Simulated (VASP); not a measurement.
# CdTe (F-43m) in VASP: further runs

The runs below take CdTe through single point, relaxation of cell and atoms, with PBE.

Everything below comes from runs of VASP 6.6.1. Logs are shortened: lines on timing, memory, paths and dates and some standing lists are left out, and cuts for length are marked.

**The experiment to reproduce.**

A printed reference work, data compilation reports, for a bulk crystal of CdTe at 0 K: band gap 1.607 eV.

How close the calculation comes is told below.

**1. Starting point**

The structure is cubic, space group F-43m (No. 216). Conventional cell: a = 6.410 Å, b = 6.410 Å, c = 6.410 Å, α = 90.00°, β = 90.00°, γ = 90.00°. Cd (site symmetry -43m) has 4 Te at 2.78 Å as nearest neighbours. Te (site symmetry -43m) is surrounded by 4 Cd at 2.78 Å.

**2. Single point, PBE**

File INCAR:

```
SYSTEM = CdTe
  ALGO = Normal
  EDIFF = 1E-6
  ENCUT = 520
  GGA = PE
  ISIF = 2
  ISMEAR = 0
  LASPH = .True.
  LCHARG = .False.
  LREAL = .False.
  LWAVE = .False.
  NBANDS = 16
  NELM = 60
  PREC = Accurate
  SIGMA = 0.1
```

File KPOINTS:

```
k-points
0
Gamma
  6 6 6
  0 0 0
```

File POSCAR:

```
CdTe
1.0
    0.0000000000      3.2050000000      3.2050000000
    3.2050000000      0.0000000000      3.2050000000
    3.2050000000      3.2050000000      0.0000000000
Cd Te
1 1
Direct
    0.0000000000      0.0000000000      0.0000000000
    0.7500000000      0.7500000000      0.7500000000
```

Potentials or basis: VASP PAW PBE potentials, release 64 (Cd, Te).

Started as:

```sh
cat potpaw_PBE.64/Cd/POTCAR potpaw_PBE.64/Te/POTCAR > POTCAR
mpirun -np 1 vasp_std > vasp.out
```

OUTCAR:

```text
SYSTEM = CdTe
   EDIFF = 1E-6
   ENCUT = 520
   GGA = PE
   ISIF = 2
   ISMEAR = 0
   LASPH = .True.
   LREAL = .False.
   NELM = 60
   PREC = Accurate

 ion  position               nearest neighbor table
   1  0.000  0.000  0.000-   2 2.78   2 2.78   2 2.78   2 2.78
   2  0.750  0.750  0.750-   1 2.78   1 2.78   1 2.78   1 2.78

  LATTYP: Found a face centered cubic cell.
 ALAT       =     6.4100000000

  Lattice vectors:

 A1 = (   0.0000000000,   3.2050000000,   3.2050000000)
 A2 = (   3.2050000000,   0.0000000000,   3.2050000000)
 A3 = (   3.2050000000,   3.2050000000,   0.0000000000)

Analysis of symmetry for initial positions (statically):
=====================================================================
 Subroutine PRICEL returns:
 Original cell was already a primitive cell.

 Routine SETGRP: Setting up the symmetry group for a
 face centered cubic supercell.

 Subroutine GETGRP returns: Found 24 space group operations
 (whereof 24 operations were pure point group operations)
 out of a pool of 48 trial point group operations.

The static configuration has the point symmetry T_d .

Analysis of symmetry for dynamics (positions and initial velocities):
=====================================================================
 Subroutine PRICEL returns:
 Original cell was already a primitive cell.

 Routine SETGRP: Setting up the symmetry group for a
 face centered cubic supercell.

 Subroutine GETGRP returns: Found 24 space group operations
 (whereof 24 operations were pure point group operations)
 out of a pool of 48 trial point group operations.

The dynamic configuration has the point symmetry T_d .

 Subroutine INISYM returns: Found 24 space group operations
 (whereof 24 operations are pure point group operations),
 and found     1 'primitive' translations

----------------------------------------------------------------------------------------

                                     Primitive cell

  volume of cell :      65.8437

  direct lattice vectors                    reciprocal lattice vectors
     0.000000000  3.205000000  3.205000000    -0.156006240  0.156006240  0.156006240
     3.205000000  0.000000000  3.205000000     0.156006240 -0.156006240  0.156006240
     3.205000000  3.205000000  0.000000000     0.156006240  0.156006240 -0.156006240

  length of vectors
     4.532554467  4.532554467  4.532554467     0.270210734  0.270210734  0.270210734

  position of ions in fractional coordinates (direct lattice)
     0.000000000  0.000000000  0.000000000
     0.750000000  0.750000000  0.750000000

  ion indices of the primitive-cell ions
   primitive index   ion index
                 1           1
                 2           2

----------------------------------------------------------------------------------------

 KPOINTS: k-points

Automatic generation of k-mesh.
 Grid dimensions read from file:
 generate k-points for:    6    6    6

 Generating k-lattice:

  Cartesian coordinates                     Fractional coordinates (reciprocal lattice)
    -0.026001040  0.026001040  0.026001040     0.166666667  0.000000000  0.000000000
     0.026001040 -0.026001040  0.026001040     0.000000000  0.166666667  0.000000000
     0.026001040  0.026001040 -0.026001040     0.000000000  0.000000000  0.166666667

  Length of vectors
     0.045035122  0.045035122  0.045035122

  Shift w.r.t. Gamma in fractional coordinates (k-lattice)
     0.000000000  0.000000000  0.000000000

 Subroutine IBZKPT returns following result:
 ===========================================

 Found     16 irreducible k-points:

 Following reciprocal coordinates:
            Coordinates               Weight
  0.000000  0.000000  0.000000      1.000000
  0.166667  0.000000  0.000000      8.000000
  0.333333  0.000000  0.000000      8.000000
  0.500000  0.000000  0.000000      4.000000
  0.166667  0.166667  0.000000      6.000000
  0.333333  0.166667  0.000000     24.000000
[... 8 lines left out ...]
 -0.333333  0.333333  0.166667     24.000000
 -0.333333  0.500000  0.166667     12.000000
   k-points           NKPTS =     16   k-points in BZ     NKDIM =     16   number of bands    NBANDS=     16
   number of dos      NEDOS =    301   number of ions     NIONS =      2
   total plane-waves  NPLWV =  46656
   dimension x,y,z NGX =    36 NGY =   36 NGZ =   36
   dimension x,y,z NGXF=    72 NGYF=   72 NGZF=   72
   ions per type =               1   1
   NGX,Y,Z   is equivalent  to a cutoff of  13.20, 13.20, 13.20 a.u.
   NGXF,Y,Z  is equivalent  to a cutoff of  26.41, 26.41, 26.41 a.u.
 SYSTEM =  CdTe
   PREC   = accura    normal or accurate (medium, high low for compatibility)
   ISTART =      0    job   : 0-new  1-cont  2-samecut
   ICHARG =      2    charge: 1-file 2-atom 10-const
   ISPIN  =      1    spin polarized calculation?
   LNONCOLLINEAR =      F non collinear calculations
   LSORBIT =      F    spin-orbit coupling
   LASPH  =      T    aspherical Exc in radial PAW
[... 26 lines left out ...]
   LORBIT       =      0    0 simple, 1 ext, 2 COOP (PROOUT), +10 PAW based schemes
   GGA     = PE    functional components
   LHFCALC =     F    Hartree Fock is set to
   AEXX    =    0.0000 exact exchange contribution
   IVDW    =     0    specifies the selected vdW correction
   LEPSILON=     F    determine dielectric tensor
   LRPA    =     F    only Hartree local field effects (RPA)
 non-spin polarized calculation
 Gauss-broadening in eV      SIGMA  =   0.10
  energy-cutoff  :      520.00
  volume of cell :       65.84
 maximum number of plane-waves:      1807
 NGX is ok and might be reduce to    36
   NGX = 17   NGY = 17   NGZ = 17

 number of electron      17.9999995 magnetization

 Free energy of the ion-electron system (eV)
  ---------------------------------------------------
  ext. energy  EPLUGINS =         0.00000000
  ---------------------------------------------------
  free energy    TOTEN  =        -4.72107992 eV

  energy without entropy =       -4.72107992  energy(sigma->0) =       -4.72107992

 E-fermi :   3.0954     XC(G=0):  -8.7308

 val. band max:        2.6573101622   @ k =   0.0000   0.0000   0.0000
 cond. band min:       3.5292900570   @ k =   0.0000   0.0000   0.0000
 fundamental gap:      0.8719798949
 Fermi energy:         3.0953962068

 k-point     1 :       0.0000    0.0000    0.0000
  band No.  band energies     occupation
      1      -8.7108      2.00000
      2      -5.7524      2.00000
      3      -5.7524      2.00000
      4      -5.7524      2.00000
      5      -5.4667      2.00000
      6      -5.4667      2.00000
[... 8 lines left out ...]
     15      12.0708      0.00000
     16      12.0708      0.00000

 k-point     2 :       0.1667    0.0000    0.0000
  band No.  band energies     occupation
      1      -8.6033      2.00000
      2      -5.7319      2.00000
      3      -5.7319      2.00000
      4      -5.6658      2.00000
      5      -5.4681      2.00000
      6      -5.4681      2.00000
[... 8 lines left out ...]
     15      11.1481      0.00000
     16      11.1481      0.00000

 k-point     3 :       0.3333    0.0000    0.0000
  band No.  band energies     occupation
      1      -8.3882      2.00000
      2      -5.6967      2.00000
      3      -5.6967      2.00000
      4      -5.4638      2.00000
      5      -5.4638      2.00000
      6      -5.3659      2.00000
[... 8 lines left out ...]
     15      11.5787      0.00000
     16      11.5787      0.00000

 k-point     4 :       0.5000    0.0000    0.0000
  band No.  band energies     occupation
      1      -8.2830      2.00000
      2      -5.6830      2.00000
      3      -5.6830      2.00000
      4      -5.4569      2.00000
      5      -5.4569      2.00000
      6      -5.0863      2.00000
[... 8 lines left out ...]
     15      13.0456      0.00000
     16      13.0456      0.00000
[... 172 lines left out ...]
 k-point    14 :       0.5000    0.3333    0.1667
  band No.  band energies     occupation
      1      -8.2526      2.00000
      2      -5.6472      2.00000
      3      -5.6397      2.00000
      4      -5.5139      2.00000
      5      -5.4532      2.00000
      6      -5.1304      2.00000
[... 8 lines left out ...]
     15      13.0543      0.00000
     16      14.2206      0.00000

 k-point    15 :      -0.3333    0.3333    0.1667
  band No.  band energies     occupation
      1      -8.1868      2.00000
      2      -5.6392      2.00000
      3      -5.6233      2.00000
      4      -5.4941      2.00000
      5      -5.4641      2.00000
      6      -4.9186      2.00000
[... 8 lines left out ...]
     15      13.2616      0.00000
     16      13.9882      0.00000

 k-point    16 :      -0.3333    0.5000    0.1667
  band No.  band energies     occupation
      1      -8.1546      2.00000
      2      -5.6102      2.00000
      3      -5.6060      2.00000
      4      -5.5198      2.00000
      5      -5.4533      2.00000
      6      -4.8648      2.00000
[... 8 lines left out ...]
     15      13.8575      0.00000
     16      14.1562      0.00000

------------------------ aborting loop because EDIFF is reached ----------------------------------------

  FORCE on cell =-STRESS in cart. coord.  units (eV):
  Direction    XX          YY          ZZ          XY          YZ          ZX
  --------------------------------------------------------------------------------------
  -------------------------------------------------------------------------------------
  Total        1.8139406      1.8139406      1.8139406     -0.0000000      0.0000000      0.0000000
  in kB       44.1387009     44.1387009     44.1387009     -0.0000000      0.0000000      0.0000000
  external PRESSURE =      44.1387009 kB  Pullay stress =       0.0000000 kB

 VOLUME and BASIS-vectors are now :
 -----------------------------------------------------------------------------
  energy-cutoff  :      520.00
  volume of cell :       65.84
      direct lattice vectors                 reciprocal lattice vectors
     0.000000000  3.205000000  3.205000000    -0.156006240  0.156006240  0.156006240
     3.205000000  0.000000000  3.205000000     0.156006240 -0.156006240  0.156006240
     3.205000000  3.205000000  0.000000000     0.156006240  0.156006240 -0.156006240

 POSITION                                       TOTAL-FORCE (eV/Angst)
 -----------------------------------------------------------------------------------
      0.00000      0.00000      0.00000         0.000000     -0.000000      0.000000
      4.80750      4.80750      4.80750        -0.000000      0.000000     -0.000000
 -----------------------------------------------------------------------------------
    total drift:                                0.000000      0.000000      0.000000

  FREE ENERGIE OF THE ION-ELECTRON SYSTEM (eV)
  ---------------------------------------------------
  free  energy   TOTEN  =        -4.7210799247 eV

  energy  without entropy=       -4.7210799247  energy(sigma->0) =       -4.72107992
```

Wall time 21 s (1 thread of Intel Xeon Platinum 8259CL at 2.50GHz (Skylake/Cascade Lake), shared host); peak memory 0.21 GiB.

What came out:

* Free energy: -4.7211 eV
* Pressure: 4.4 GPa
* Band gap on the k mesh: 0.87 eV, direct

Levels at points of the mesh, in eV from the valence-band top:
```csv
k point,band 6,band 7,band 8,band 9,band 10,band 11,band 12,band 13
"(0.00, 0.00, 0.00)",-8.12,0.00,0.00,0.00,0.87,4.58,4.58,4.58
"(0.50, 0.00, 0.00)",-7.74,-4.62,-0.83,-0.83,1.85,5.17,5.17,7.10
"(0.50, 0.50, 0.00)",-7.59,-4.47,-1.98,-1.98,2.53,2.66,9.03,9.30
```

Caveat: spin-orbit coupling is left out, which moves the levels of the heavy elements.

**3. Single point, PBE**

This run uses another cell than the first one, of 33.07 Å³/atom, 1.005 times its volume.

File INCAR:

```
PREC = Accurate
ENCUT = 520
EDIFF = 1E-7
ISMEAR = 0
SIGMA = 0.01
LREAL = False
LASPH = True
NELM = 100
ALGO = Fast
ISIF = 2
LWAVE = False
LCHARG = False
GGA = PE
NBANDS = 16
```

File KPOINTS:

```
Automatic mesh
0
Gamma
  10 10 10
```

File POSCAR:

```
CdTe
1.0
    0.0000000000      3.2098090267      3.2098090267
    3.2098090267      0.0000000000      3.2098090267
    3.2098090267      3.2098090267      0.0000000000
Cd Te
1 1
Direct
    0.0000000000      0.0000000000      0.0000000000
    0.7500000000      0.7500000000      0.7500000000
```

Potentials or basis: VASP PAW PBE potentials, release 64 (Cd, Te).

Started as:

```sh
cat potpaw_PBE.64/Cd/POTCAR potpaw_PBE.64/Te/POTCAR > POTCAR
mpirun -np 1 vasp_std > vasp.out
```

It took 21 s on 1 thread of Intel Xeon 6975P-C (Granite Rapids), shared host; peak memory 0.23 GiB.

The run converged. Its results:

```yaml
Free_energy: -4.7354 eV
Pressure: 4.1 GPa
Band_gap_on_the_k_mesh: 0.86 eV, direct
```

Levels at points of the mesh, in eV from the valence-band top:
| k point | band 5 | band 6 | band 7 | band 8 | band 9 | band 10 | band 11 | band 12 | band 13 | band 14 |
| --- | --- | --- | --- | --- | --- | --- | --- | --- | --- | --- |
| (0.00, 0.00, 0.00) | -8.11 | -8.11 | 0.00 | 0.00 | 0.00 | 0.86 | 4.58 | 4.58 | 4.58 | 7.50 |
| (0.50, 0.00, 0.00) | -8.10 | -7.73 | -4.59 | -0.82 | -0.82 | 1.85 | 5.18 | 5.18 | 7.10 | 8.76 |
| (0.50, 0.50, 0.00) | -8.07 | -7.58 | -4.45 | -1.96 | -1.96 | 2.54 | 2.66 | 9.00 | 9.28 | 9.28 |

Caveat: spin-orbit coupling is left out, which moves the levels of the heavy elements.

**4. Relaxation of cell and atoms, PBE, target pressure 4 GPa, at which the enthalpy is minimised**

This run uses another cell than the first one, of 36.24 Å³/atom, 1.101 times its volume.

File INCAR:

```
PREC = Accurate
ENCUT = 600
EDIFF = 1E-6
ISMEAR = 0
SIGMA = 0.01
LREAL = F
LASPH = T
NELM = 100
ALGO = Normal
ISIF = 3
LWAVE = F
LCHARG = F
GGA = PE
IBRION = 2
NSW = 80
EDIFFG = -0.001
PSTRESS = 40.0
```

KPOINTS is that of step 3.

File POSCAR:

```
CdTe
1.0
    0.0000000000      3.3092645829      3.3092645829
    3.3092645829      0.0000000000      3.3092645829
    3.3092645829      3.3092645829      0.0000000000
Cd Te
1 1
Direct
    0.0000000000      0.0000000000      0.0000000000
    0.7500000000      0.7500000000      0.7500000000
```

Started as:

```sh
cat potpaw_PBE.64/Cd/POTCAR potpaw_PBE.64/Te/POTCAR > POTCAR
mpirun -np 1 vasp_std > vasp.out
```

It took 1.7 min on 1 thread of Intel Xeon 6975P-C (Granite Rapids), shared host; peak memory 0.28 GiB.

It converged, with:

| Quantity | Value |
| --- | --- |
| Free energy | -4.7405 eV |
| Relaxed volume | 33.15 Å³/atom |
| Relaxed cell | a = 4.543 Å, b = 4.543 Å, c = 4.543 Å, α = 60.00°, β = 60.00°, γ = 60.00° |
| Space group after relaxing (to 0.05 Å) | F-43m (No. 216) |
| Energy change on relaxing (the enthalpy is what falls) | +36.0 meV/atom |
| Ionic steps | 12 |
| Pressure after relaxing | 4.0 GPa |
| Band gap on the k mesh | 0.85 eV, direct |

The path:
```csv
step,energy change (eV),largest force (eV/Å),pressure (GPa),volume (Å³)
1,0.0000,0.0000,0.07,72.48
2,0.1607,0.0000,6.47,63.55
3,0.0723,0.0000,3.99,66.28
4,0.0753,0.0000,4.10,66.16
5,0.0707,0.0000,3.96,66.34
6,0.0725,0.0000,3.98,66.27
7,0.0729,0.0000,4.01,66.25
8,0.0727,0.0000,4.02,66.26
9,0.0726,0.0000,4.03,66.27
10,0.0725,0.0000,4.02,66.27
11,0.0724,0.0000,4.02,66.28
12,0.0720,0.0000,4.00,66.29
```

Final structure:
```cif
data_structure
_symmetry_space_group_name_H-M 'P 1'
_symmetry_Int_Tables_number 1
_cell_length_a 4.5428
_cell_length_b 4.5428
_cell_length_c 4.5428
_cell_angle_alpha 60.000
_cell_angle_beta 60.000
_cell_angle_gamma 60.000
_cell_volume 66.29
loop_
_atom_site_label
_atom_site_type_symbol
_atom_site_fract_x
_atom_site_fract_y
_atom_site_fract_z
_atom_site_occupancy
Cd1 Cd 0.00000 0.00000 0.00000 1
Te1 Te 0.75000 0.75000 0.75000 1
```

Levels at points of the mesh, in eV from the valence-band top:
| k point | band 5 | band 6 | band 7 | band 8 | band 9 | band 10 | band 11 | band 12 | band 13 |
| --- | --- | --- | --- | --- | --- | --- | --- | --- | --- |
| (0.00, 0.00, 0.00) | -8.10 | -8.10 | 0.00 | 0.00 | 0.00 | 0.85 | 4.58 | 4.58 | 4.58 |
| (0.50, 0.00, 0.00) | -8.09 | -7.73 | -4.58 | -0.81 | -0.81 | 1.85 | 5.18 | 5.18 | 7.10 |
| (0.50, 0.50, 0.00) | -8.07 | -7.58 | -4.44 | -1.96 | -1.96 | 2.55 | 2.66 | 8.99 | 9.27 |

Caveat: the cell is relaxed towards a set pressure, so the enthalpy falls and the energy may rise; spin-orbit coupling is left out, which moves the levels of the heavy elements. Expect the measured gap to be larger: semilocal functionals such as PBE lack the derivative discontinuity.

**5. Single point, PBE (cell and atoms relaxed tightly for response)**

File INCAR:

```
SYSTEM = CdTe
  PREC = Accurate
  ENCUT = 520
  EDIFF = 1E-7
  ISMEAR = 0
  SIGMA = 0.01
  LREAL = .FALSE.
  LASPH = .TRUE.
  NELM = 100
  ALGO = Normal
  ISIF = 2
  LWAVE = .FALSE.
  LCHARG = .FALSE.
  GGA = PE
  NBANDS = 16
```

File KPOINTS:

```
regular mesh
0
G
  10 10 10
  0 0 0
```

POSCAR is that of step 4.

Started as:

```sh
cat potpaw_PBE.64/Cd/POTCAR potpaw_PBE.64/Te/POTCAR > POTCAR
mpirun -np 1 vasp_std > vasp.out
```

It took 20 s on 1 thread of Intel Xeon 6975P-C (Granite Rapids), shared host; peak memory 0.23 GiB.

It converged, with:

```yaml
Free_energy: -4.8128 eV
Pressure: 0.1 GPa
Band_gap_on_the_k_mesh: 0.58 eV, direct
```

Levels at points of the mesh, in eV from the valence-band top:
```csv
k point,band 5,band 6,band 7,band 8,band 9,band 10,band 11,band 12,band 13,band 14
"(0.00, 0.00, 0.00)",-7.87,-7.87,0.00,0.00,0.00,0.58,4.64,4.64,4.64,7.38
"(0.50, 0.00, 0.00)",-7.86,-7.57,-4.08,-0.69,-0.69,1.75,5.21,5.21,7.01,8.44
"(0.50, 0.50, 0.00)",-7.85,-7.45,-4.01,-1.66,-1.66,2.67,2.74,8.51,8.81,8.81
```

Caveat: spin-orbit coupling is left out, which moves the levels of the heavy elements.

**6. Overview**

| task | cell | k mesh | cutoff (eV) | smearing | target pressure | gap on the mesh (eV) | pressure (GPa) |
| --- | --- | --- | --- | --- | --- | --- | --- |
| single point | F-43m, 32.92 Å³/atom | 6 × 6 × 6 | 520 | gaussian 0.1 eV | - | 0.87 | 4.4 |
| single point | F-43m, 33.07 Å³/atom | 10 × 10 × 10 | 520 | gaussian 0.01 eV | - | 0.86 | 4.1 |
| relaxation of cell and atoms | relaxed to 4 GPa | 10 × 10 × 10 | 600 | gaussian 0.01 eV | 4 GPa | 0.85 | 4.0 |
| single point | cell and atoms relaxed tightly for response | 10 × 10 × 10 | 520 | gaussian 0.01 eV | - | 0.58 | 0.1 |

Alike in all rows: level PBE; potentials or basis VASP PAW PBE potentials, release 64 (Cd, Te); no spin polarisation.

Caveats: spin-orbit coupling is left out, which moves the levels of the heavy elements; the cell is relaxed towards a set pressure, so the enthalpy falls and the energy may rise (some runs).

Absolute energies hang on the potentials; compare differences alone.

**7. How close it comes**

Step 2. A measured gap of CdTe is 1.607 eV (0 K; a printed reference work, data compilation); the calculated 0.87 eV misses it by -0.74 eV. Spin-orbit coupling on Cd, Te is left out. The value is that of PBE, without temperature or zero-point motion. Semilocal functionals fall short of measured gaps as a rule.

Step 3. Measured gap of CdTe: 1.607 eV (0 K; a printed reference work, data compilation). This calculation gives 0.86 eV (-0.75 eV). Spin-orbit coupling on Cd, Te is left out. The value is that of PBE, without temperature or zero-point motion. Semilocal functionals fall short of measured gaps as a rule.
